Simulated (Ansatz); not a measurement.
# Stack of 1T-NiSeTe under TaGe2P4, shifted by a third of the diagonal in a perpendicular field, part 2 of 3

Aim: how the stack of 1T-NiSeTe under TaGe2P4, shifted by a third of the diagonal screens a field along its normal, and what the field does to its bands. A positive field points along +c.

Ansatz 0.2.0; plane-wave DFT, PBE-D3(BJ), Ansatz PAW.

So far. Step 2 (Relaxing the slab): The lattice constant a goes from 3.623 to 3.585 Å.

### Step 3. Atoms held, field 0, start network

A sawtooth potential applies the field, turning back in the middle of the vacuum. With the dipole correction the typed value is the field outside the slab. The induced dipole is small, so the SCF threshold is tight.

The cell differs from the one that the last finished run ended in (c 59.996 → 33.383 Å).

input.yaml reads:

```yaml
crystal:
  lattice:
    - [3.5849027744, 0.0, 0.0]
    - [-1.7924513872, 3.1046168727, 0.0]
    - [0.0, 0.0, 33.3832155913]
  atoms:
    - { symbol: Te, position: [0.6666666667, 0.3333333333, 0.2695965574] }
    - { symbol: Ni, position: [0.0, 0.0, 0.3131196131] }
    - { symbol: Se, position: [0.3333333333, 0.6666666667, 0.3492650524] }
    - { symbol: P, position: [0.3333333333, 0.6666666667, 0.4410110311] }
    - { symbol: Ge, position: [0.6666666667, 0.3333333333, 0.4734592302] }
    - { symbol: P, position: [0.6666666667, 0.3333333333, 0.5433519089] }
    - { symbol: Ta, position: [0.3333333333, 0.6666666667, 0.5855424039] }
    - { symbol: P, position: [0.6666666667, 0.3333333333, 0.6285267167] }
    - { symbol: Ge, position: [0.6666666667, 0.3333333333, 0.6982811931] }
    - { symbol: P, position: [0.3333333333, 0.6666666667, 0.7304034426] }
kpoints:
  mp_grid: { grid: [18, 18, 1] }
  band_path:
    path: [[0, 0, 0], [0.5, 0, 0], [0.33333333, 0.33333333, 0], [0, 0, 0]]
    npoints: 16
hamiltonian:
  xc: pbe
  dispersion: d3bj
scf:
  occupations: { method: fermi_dirac, width: 0.05 }
  convergence: { dr2_threshold: 1.0e-10 }
efield:
  axis: 3
  dipole_correction: true
  ramp_position: 0.97
  ramp_width: 0.06
  amplitude: 0
output:
  dos: { projected: true, e_range: [-6, 5] }
  bader: true
  write_potential: true
  write_density: true
  volumetric_format: npy
  elf: true
```

Started as:

```console
> ansatz run input.yaml --threads 4 --pin off --max-ram 12288MiB --backend cpu --events-out ev --progress --plain --runs-dir out
```

Numbers of over 12 decimals in the logs are rounded to 6 here.

Output:

```text
[...]
Crystal: 10 atoms, lattice volume = 371.547 Å³
Basis set: ecut = 420 eV, 7137 PW (Γ)
Bands: 67, of which v1, the nominal top of the filled ones, is band 56 counted from 1 (55 counted from 0)
Symmetry: 6 space group operations
[...]
k-points: 37 of 324 (time reversal used)
[...]
SCF iter   1: F=—  HF=-39839.209709 eV  |F-HF|=—  |Δ(HF+E_count)|=         —  Δρ=8.04e-3  dr2=6.05e0  ethr=1.77e-3  p=-0.022 e·Å  D=-1.09e-2 V/Å  ΔV_dip=0.36 eV  dr2_dipole=3.55e0  V_vac-E_F(+/−)=5.09/4.72 eV  ⟨swp⟩=8.4  Hψ=11008  notcnv=0  defer=36
efield: sawtooth ramp at fractional position 0.9700 (set: `efield.ramp_position`, or a place that a band, a saddle search or an elastic batch's reference lends), width 0.0600; the density the first Hamiltonian is built on has a dipole p = -0.022 e·Å; the dipole correction subtracts the counter field D = -1.09e-2 V/Å, which shifts the + side's vacuum level by +0.36 eV against the − side's; the planar-averaged density in the ramp window peaks in size at 2.4e-5 e/Å³
[...]
SCF iter   2: F=—  HF=-39839.123243 eV  |F-HF|=—  |Δ(HF+E_count)|=   8.65e-2  Δρ=5.85e-3  dr2=9.01e-1  ethr=1.77e-3  p=-0.095 e·Å  D=-4.62e-2 V/Å  ΔV_dip=1.54 eV  dr2_dipole=5.12e-1  V_vac-E_F(+/−)=5.65/4.10 eV  ⟨swp⟩=2.1  Hψ=3066  notcnv=0  defer=96
[...]
SCF iter  12: F=-39839.108212 eV  HF=-39839.108212 eV  |F-HF|=5.09e-11  |Δ(HF+E_count)|=  3.13e-10  Δρ=6.38e-8  dr2=5.56e-11  ethr=1.00e-12  p=-0.074 e·Å  D=-3.61e-2 V/Å  ΔV_dip=1.20 eV  dr2_dipole=2.29e-12  V_vac-E_F(+/−)=5.49/4.29 eV  ⟨swp⟩=11.3  Hψ=10105  notcnv=0
SCF 1 converged in 12 iterations: F = -39839.108212 eV  dr2 = 5.56e-11
[...]
NSCF: frozen V_eff on 49 k-points
efield: sawtooth ramp at fractional position 0.9700 (kept from the solve that this one continues, or follows in the run), width 0.0600; the density the first Hamiltonian is built on has a dipole p = -0.074 e·Å; the dipole correction subtracts the counter field D = -3.61e-2 V/Å, which shifts the + side's vacuum level by +1.20 eV against the − side's; the planar-averaged density in the ramp window peaks in size at 2.4e-5 e/Å³
[...]
SCF converged after 12 iterations
Free energy (F): -39839.108212 eV
[...]
Internal energy: -39839.071296 eV  (E = F + TS)
E sigma→0 (E₀):  -39839.089754 eV
Entropy (-TS):   -0.036916 eV (-3.692 meV/atom)
Fermi energy:    3.058258 eV
Dipole field:    D = -0.036086 V/Å  (p = -0.074095 e·Å, saw-weighted, corrected)
Work function:   Φ+ = 5.4923 eV   Φ− = 4.2876 eV
Levels:          The Fermi level and band energies are counted from a zero that moves with the ramp; work functions are not
[...]
--- Band table (eV; the first three rows and the last of 37) ---
  k-point 0: bands = [... 52 lower, 2.8397, 3.2901, 3.2901, 3.7496, 4.9449, 4.9449, 5.1166, 5.6086, ... 7 higher]
  k-point 1: bands = [... 52 lower, 2.8518, 3.1028, 3.2278, 3.7616, 4.6860, 4.9075, 5.3817, 5.8326, ... 7 higher]
  k-point 2: bands = [... 52 lower, 2.5236, 2.9701, 3.0488, 3.7031, 4.1102, 4.8154, 5.4554, 5.7582, ... 7 higher]
  k-point 36: bands = [... 52 lower, 1.2806, 1.6997, 2.1970, 3.2171, 3.6409, 3.8536, 4.5594, 4.6589, ... 7 higher]
--- Bader charges: 10 sites ---
  site symbol  charge [e]  shift [e]
     0     Te      0.0345     0.0034
     1     Ni      0.1931     0.0053
     2     Se     -0.2257     0.0020
     3      P     -0.4837     0.0021
     4     Ge      0.6500     0.0033
     5      P     -0.9221     0.0048
     6     Ta      1.5055     0.0069
     7      P     -0.9291     0.0044
     8     Ge      0.6591     0.0033
     9      P     -0.4816     0.0023
  estimated error of the sums over rays = 7.3e-4 e
```

The job ended after 83 s (4 threads of Arm Neoverse V1, shared host; peak memory 1.6 GiB; 5.5 min of CPU time).

Reading the cycles: dr2 is the Hartree energy of the density residual (eV), the measure of convergence; HF is the Harris–Foulkes estimate of the energy, which meets the free energy F at convergence.

This step gave:

```yaml
energy_at_zero_smearing: -39839.0898 eV
work_function_upper_face: 5.492 eV
work_function_lower_face: 4.288 eV
dipole_along_the_normal: -0.07410 e·Å
step_between_the_vacuum_levels: 1.205 eV
```

Running mean over a fixed 2.5 Å (it still follows the layers) of the planar mean; the ramp of the sawtooth is left out. Table of electron's electrostatic potential energy less the Fermi level by z:

```csv
z (Å),electron's electrostatic potential energy less the Fermi level (eV)
4,4.29
5,4.28
6,4.20
7,3.08
8,0.624
9,-3.33
10,-6.17
11,-6.59
12,-2.29
13,0.641
14,-2.64
15,-7.23
16,-5.56
17,-3.41
18,-4.89
19,-9.39
20,-9.33
21,-5.23
22,-3.16
23,-4.66
24,-6.98
25,-2.41
26,3.57
27,5.38
28,5.49
29,5.49
30,5.49
```

The density of states has structure finer than the step of the table below, so its rows give means over 0.25 eV, whole bins alone (the curve runs from -6 to 1.99 eV). Peaks (eV: height): -4.870: 15.3, -4.150: 15.0, -3.790: 16.4, -3.660: 22.5, -2.110: 20.3, -1.920: 15.8, -1.310: 17.6.

The density of states by energy, zero at the Fermi level; means over each step:

| energy (eV) | density of states (states/eV a cell) |
| --- | --- |
| -5.75 | 2.61 |
| -5.50 | 1.30 |
| -5.25 | 1.55 |
| -5.00 | 8.96 |
| -4.75 | 7.51 |
| -4.50 | 4.51 |
| -4.25 | 5.93 |
| -4.00 | 5.19 |
| -3.75 | 12.3 |
| -3.50 | 5.91 |
| -3.25 | 5.32 |
| -3.00 | 6.95 |
| -2.75 | 8.33 |
| -2.50 | 9.85 |
| -2.25 | 11.7 |
| -2.00 | 11.0 |
| -1.75 | 8.82 |
| -1.50 | 8.95 |
| -1.25 | 8.88 |
| -1.00 | 6.91 |
| -0.75 | 3.18 |
| -0.50 | 2.52 |
| -0.25 | 3.63 |
| 0.00 | 4.79 |
| 0.25 | 2.88 |
| 0.50 | 4.34 |
| 0.75 | 3.75 |
| 1.00 | 3.08 |
| 1.25 | 2.41 |
| 1.50 | 4.66 |
| 1.75 | 2.75 |

Projected DOS per atom over height of the atomic layer and energy from the Fermi level. Layers: Te Ni Se P Ge P Ta P Ge P from below.

Ten even steps from '_' (0.01 states/eV) to '@' (5.89 states/eV), each cell a mean:
```
____________________
..__________________
......______________
......______________
......______..______
____..______::______
____________..______
____________________
........__....::__..
..::....__..::::__::
..==______......__..
..@@__..__......__..
..==__..__......__..
..::__..____..______
__..__..____________
..++::..____..______
..::..______....____
______________..____
....::......__..____
::..::______________
____________________
..__________________
```
Columns: height of the atomic layer (Å) from 9 to 24.4 (not evenly spaced); rows upwards: energy from the Fermi level (eV) from -5.96 to 1.96.

Electronic bands along the path, in eV, zero at the Fermi level:

| point | band 52 | band 53 | band 54 | band 55 | band 56 | band 57 | band 58 | band 59 |
| --- | --- | --- | --- | --- | --- | --- | --- | --- |
| Γ | -0.42 | -0.22 | 0.23 | 0.23 | 0.69 | 1.89 | 1.89 | 2.06 |
| halfway | -1.28 | -1.26 | -0.78 | -0.62 | -0.05 | 0.38 | 1.50 | 1.76 |
| M | -1.94 | -1.64 | -1.32 | -0.70 | -0.65 | 0.72 | 1.33 | 1.35 |
| halfway | -1.95 | -1.82 | -1.34 | -1.00 | 0.07 | 0.35 | 0.79 | 1.59 |
| K | -1.89 | -1.78 | -1.36 | -0.86 | 0.16 | 0.58 | 0.80 | 1.50 |
| halfway | -1.49 | -1.39 | -1.12 | -0.36 | -0.05 | 0.31 | 0.87 | 2.30 |
| Γ | -0.42 | -0.22 | 0.23 | 0.23 | 0.69 | 1.89 | 1.89 | 2.06 |

ELF in the ca plane at fractional y = 0.333, with atoms of Te and Ge and P within 0.2 Å of it. It is the smooth field of the valence electrons, not physical close to the nuclei.

Ten even steps from '0' (0.01) to '9' (0.86), each cell a mean:
```
68875556422444310024565444457899732589986544
89752135521111000001343113688557843686479752
99730014420000000001231002698101643540049840
99740014420000000001232003698213743662059841
79864345421222100012454334578889843699888643
46776665323566520135777544336898521379974334
01234442224788741267877532002343111124431012
00112332124888741268876531001222112112210002
13555554224677630157777643124676311247752123
```
Columns run along c (16.0 Å, from fractional 0.22 to 0.70 of the cell), rows up along a (3.6 Å). Atoms in or near the plane, at fractional coordinates: Te at (0.27, 0.67), Ge at (0.47, 0.67), P at (0.54, 0.67), P at (0.63, 0.67).

Electrostatic potential energy in the ca plane at fractional y = 0.333, with atoms of Te and Ge and P within 0.2 Å of it. With pseudopotentials it is smooth inside the atoms' cores, unlike the true potential.

Values in eV, 5 rows by 16 columns, each cell a mean:
```
  5   6   7   5 -10 -14  -2 -21  -1  -5 -19  -1 -18  -4   6   8
  6   7   7   5 -25 -33 -15 -49  -7 -20 -47 -10 -38 -14   6   8
  5   6   7   5 -11 -16  -3 -23  -1  -6 -21  -1 -20  -4   6   8
  0   3   7   3   1   4   6   4  -3  -1   5   6   3   0   5   8
  0   2   7   3   1   4   6   4  -4  -1   5   6   3   0   5   8
```
Columns run along c (16.0 Å, from fractional 0.32 to 0.80 of the cell; values clipped at the 3rd and 97th percentile), rows up along a (3.6 Å). Atoms in or near the plane, at fractional coordinates: Ge at (0.47, 0.67), P at (0.54, 0.67), P at (0.63, 0.67), Ge at (0.70, 0.67).

Valence density in the ca plane at fractional y = 0.333, with atoms of Te and Ge and P within 0.2 Å of it. It is the smooth field of the valence electrons, not physical close to the nuclei.

Ten steps, logarithmic in the rise over the least value, from '0' (0 e/Å³) to '9' (38 e/Å³), each cell a mean:
```
00000000000111110011111111121110111111000000
00000000000125531112122111221211135421000000
00000000000159952221012111210122269841000000
00000000000147842121112111211121258731000000
00000000000123321111221111122111123211000000
11100000001111100001111111111100001111000000
11110000001111000000001111100000000111100000
11111000001110000000001111000000000111100000
11110000001111000000111111111000001111100000
```
Columns run along c (16.0 Å, from fractional 0.32 to 0.80 of the cell), rows up along a (3.6 Å). Atoms in or near the plane, at fractional coordinates: Ge at (0.47, 0.67), P at (0.54, 0.67), P at (0.63, 0.67), Ge at (0.70, 0.67).

The work function of the upper face is 5.49 eV.

### Step 4. Single point, field 0.1 V/Å

Edit input.yaml of step 3 so:

```diff
@@ -30,8 +30,6 @@
   dipole_correction: true
-  ramp_position: 0.97
-  ramp_width: 0.06
-  amplitude: 0
+  ramp_position: 0.9632
+  ramp_width: 0.0644
+  amplitude: 0.1
 output:
-  dos: { projected: true, e_range: [-6, 5] }
-  bader: true
   write_potential: true
@@ -39,2 +37 @@
   volumetric_format: npy
-  elf: true
```

Output:

```text
[...]
Crystal: 10 atoms, lattice volume = 371.547 Å³
Basis set: ecut = 420 eV, 7137 PW (Γ)
Bands: 67, of which v1, the nominal top of the filled ones, is band 56 counted from 1 (55 counted from 0)
Symmetry: 6 space group operations
[...]
k-points: 37 of 324 (time reversal used)
[...]
k-point 0: bands = [... 52 lower, 2.8477, 3.2897, 3.2897, 3.7523, 4.9429, 4.9429, 5.1180, 5.6260, ... 7 higher]
  k-point 1: bands = [... 52 lower, 2.8572, 3.1037, 3.2274, 3.7642, 4.6840, 4.9055, 5.3827, 5.8485, ... 7 higher]
  k-point 2: bands = [... 52 lower, 2.5232, 2.9751, 3.0484, 3.7050, 4.1082, 4.8135, 5.4561, 5.7732, ... 7 higher]
  k-point 36: bands = [... 52 lower, 1.2790, 1.7049, 2.2072, 3.2147, 3.6373, 3.8550, 4.5647, 4.6596, ... 7 higher]
[key lines of the parts left out:]
SCF converged after 15 iterations
Free energy (F): -39839.106303 eV
Fermi energy:    3.059078 eV
Dipole field:    D = 0.017489 V/Å  (p = 0.035909 e·Å, saw-weighted, corrected)
```

Run time: 66 s. Hardware: 4 threads; peak memory 1.5 GiB; 4.3 min of CPU time.

The dipole is 0.0359 e·Å, 0.110 e·Å from its value without field.

### Step 5. Single point, field -0.1 V/Å

Edit input.yaml of step 4 so:

```diff
@@ -32,3 +32,3 @@
   ramp_width: 0.0644
-  amplitude: 0.1
+  amplitude: -0.1
 output:
```

Output:

```text
[...]
Crystal: 10 atoms, lattice volume = 371.547 Å³
Basis set: ecut = 420 eV, 7137 PW (Γ)
Bands: 67, of which v1, the nominal top of the filled ones, is band 56 counted from 1 (55 counted from 0)
Symmetry: 6 space group operations
[...]
k-points: 37 of 324 (time reversal used)
[...]
k-point 0: bands = [... 52 lower, 2.8419, 3.3008, 3.3008, 3.7573, 4.9572, 4.9572, 5.1253, 5.6013, ... 7 higher]
  k-point 1: bands = [... 52 lower, 2.8566, 3.1122, 3.2385, 3.7694, 4.6984, 4.9198, 5.3909, 5.8263, ... 7 higher]
  k-point 2: bands = [... 52 lower, 2.5343, 2.9753, 3.0596, 3.7115, 4.1225, 4.8278, 5.4650, 5.7529, ... 7 higher]
  k-point 36: bands = [... 52 lower, 1.2925, 1.7048, 2.1973, 3.2298, 3.6549, 3.8626, 4.5643, 4.6686, ... 7 higher]
[key lines of the parts left out:]
SCF converged after 15 iterations
Free energy (F): -39839.121120 eV
Fermi energy:    3.067767 eV
Dipole field:    D = -0.089635 V/Å  (p = -0.184047 e·Å, saw-weighted, corrected)
```

Run time: 65 s. Hardware: 4 threads; peak memory 1.5 GiB; 4.3 min of CPU time.

The dipole is -0.184 e·Å, -0.110 e·Å from its value without field.

### Step 6. Single point, field 0.5 V/Å

Edit input.yaml of step 5 so:

```diff
@@ -30,5 +30,5 @@
   dipole_correction: true
-  ramp_position: 0.9632
-  ramp_width: 0.0644
-  amplitude: -0.1
+  ramp_position: 0.9142
+  ramp_width: 0.1623
+  amplitude: 0.5
 output:
```

Output:

```text
[...]
Crystal: 10 atoms, lattice volume = 371.547 Å³
Basis set: ecut = 420 eV, 7137 PW (Γ)
Bands: 67, of which v1, the nominal top of the filled ones, is band 56 counted from 1 (55 counted from 0)
Symmetry: 6 space group operations
[...]
k-points: 37 of 324 (time reversal used)
[...]
k-point 0: bands = [... 52 lower, 2.8481, 3.2584, 3.2584, 3.7325, 4.9056, 4.9056, 5.0931, 5.4813, ... 7 higher]
  k-point 1: bands = [... 52 lower, 2.8468, 3.0783, 3.1960, 3.7441, 4.6465, 4.8682, 5.3547, 5.5320, ... 7 higher]
  k-point 2: bands = [... 52 lower, 2.4921, 2.9646, 3.0169, 3.6826, 4.0708, 4.7762, 5.4267, 5.6746, ... 7 higher]
  k-point 36: bands = [... 52 lower, 1.2434, 1.6947, 2.2208, 3.1760, 3.5934, 3.8302, 4.5550, 4.6322, ... 7 higher]
[key lines of the parts left out:]
SCF converged after 18 iterations
Free energy (F): -39839.208818 eV
Fermi energy:    3.032401 eV
Dipole field:    D = 0.232321 V/Å  (p = 0.477023 e·Å, saw-weighted, corrected)
```

The job ended after 73 s (4 threads; peak memory 1.5 GiB; 4.8 min of CPU time).

The dipole is 0.477 e·Å, 0.551 e·Å from its value without field.

### Step 7. Atoms held, field -0.3 V/Å

Edit input.yaml of step 6 so:

```diff
@@ -30,6 +30,8 @@
   dipole_correction: true
-  ramp_position: 0.9142
-  ramp_width: 0.1623
-  amplitude: 0.5
+  ramp_position: 0.961
+  ramp_width: 0.0687
+  amplitude: -0.3
 output:
+  dos: { projected: true, e_range: [-6, 5] }
+  bader: true
   write_potential: true
@@ -37 +39,2 @@
   volumetric_format: npy
+  elf: true
```

Output:

```text
[...]
Crystal: 10 atoms, lattice volume = 371.547 Å³
Basis set: ecut = 420 eV, 7137 PW (Γ)
Bands: 67, of which v1, the nominal top of the filled ones, is band 56 counted from 1 (55 counted from 0)
Symmetry: 6 space group operations
[...]
k-points: 37 of 324 (time reversal used)
[...]
--- Bader charges: 10 sites ---
  site symbol  charge [e]  shift [e]
     0     Te      0.0546     0.0034
     1     Ni      0.1914     0.0053
     2     Se     -0.2257     0.0020
     3      P     -0.4836     0.0021
     4     Ge      0.6500     0.0033
     5      P     -0.9223     0.0048
     6     Ta      1.5040     0.0070
     7      P     -0.9276     0.0044
     8     Ge      0.6606     0.0033
     9      P     -0.5014     0.0023
  estimated error of the sums over rays = 7.4e-4 e
[key lines of the parts left out:]
SCF converged after 15 iterations
Free energy (F): -39839.179908 eV
Fermi energy:    3.073329 eV
Dipole field:    D = -0.196671 V/Å  (p = -0.403825 e·Å, saw-weighted, corrected)
```

Elapsed: 91 s, on 4 threads; peak memory 1.6 GiB.

The dipole is -0.404 e·Å, -0.330 e·Å from its value without field.

### Step 8. Response, atoms held

This step: plane-wave DFT, PBE-D3(BJ), Ansatz PAW; response to a field along the normal, atoms held (Ansatz 0.2.0).

The dipoles give the slope, and the difference of two potentials shows where the field is screened.

Numbers from this step:

```
equivalent conductor thickness p/(ε₀AE) : 17.88 Å
distance between the outer atoms        : 15.38 Å
```

The dipole of the cell by applied field:

```
applied field (V/Å)  dipole of the cell (e·Å)
             -0.300                    -0.404
             -0.100                    -0.184
              0.000                   -0.0741
              0.100                    0.0359
              0.500                     0.477
```

Local field over the applied field, running mean. From the potentials at -0.1 and 0.1 V/Å; running mean over 2.5 Å. Local field over applied field against z:

```csv
z (Å),local field over applied field
5,0.987
6,0.923
7,0.691
8,0.343
9,0.0747
10,0.00552
11,0.00404
12,0.00505
13,0.00153
14,6.8e-5
15,-9.4e-4
16,-9.4e-4
17,-0.00310
18,-0.00421
19,0.00726
20,0.0107
21,0.0314
22,0.0644
23,0.0481
24,0.0686
25,0.302
26,0.658
27,0.919
28,0.989
29,0.999
```

The induced electron density oscillates, so the rows of the table below give means over windows of 1.63 Å about each position, cut where the curve ends. Its maxima inside the range that stand out by 2 % of the span (Å: e/Å³ per V/Å): 7.7: 0.00339, 11.0: 8.6e-5, 16.9: 1.2e-4, 18.4: 9.7e-5, 20.0: 8.6e-4, 21.5: 1.0e-4, 23.1: 0.00126, 24.5: -5.0e-4. Its minima: 10.1: -2.7e-4, 14.7: -7.8e-5, 17.8: -1.4e-4, 19.4: -6.6e-4, 20.9: -7.9e-4, 22.3: -5.4e-4, 24.0: -7.9e-4, 25.4: -0.00364.

Electrons, planar mean, per unit field. Induced electron density against z; means over each step:

z (Å), induced electron density (e/Å³ per V/Å) and a bar from the least value:
```
     4.82    0.00007 ################
     6.45    0.00103 ######################
     8.08    0.00217 ##############################
     9.71    0.00009 ################
    11.34    0.00002 ###############
    12.97    0.00001 ###############
    14.60    0.00000 ###############
    16.23    0.00002 ###############
    17.86   -0.00001 ###############
    19.49    0.00004 ###############
    21.12   -0.00026 #############
    22.75    0.00027 #################
    24.38   -0.00105 ########
    26.01   -0.00223 
    27.64   -0.00017 ##############
```

By hand: between -0.1 and 0.1 V/Å the dipole changes by 0.2200 e·Å, a slope of 1.100 e·Å²/V. A perfect conductor of thickness t has p = ε₀AEt, so t = 180.95 × 1.100 / 11.130 = 17.88 Å (e/ε₀ = 180.95 V·Å, A in Å²).

The induced dipole is that of a conductor 17.88 Å thick.

[end of part 2 of 3]

[Logs are printed without paths, hosts, clocks, repeated set-up lines and the standing remarks that a program may print on its own settings, such as how far it seeks lower states.]

[Hosts, paths, dates, database ids (printed as entryN), source tags and the programs' standing remarks are cut or masked in the printed files.]

[Maps of the electrostatic potential energy from Ansatz leave out the sawtooth potential of an applied field or a dipole correction, so their vacuum need not be flat; planar profiles and work functions include it.]

[The density of states shown here was stored with 400 of the rows of the run's finer table, so its peaks can read low, often by over a quarter, or be missed, and its means over a window can be off by a tenth or more.]
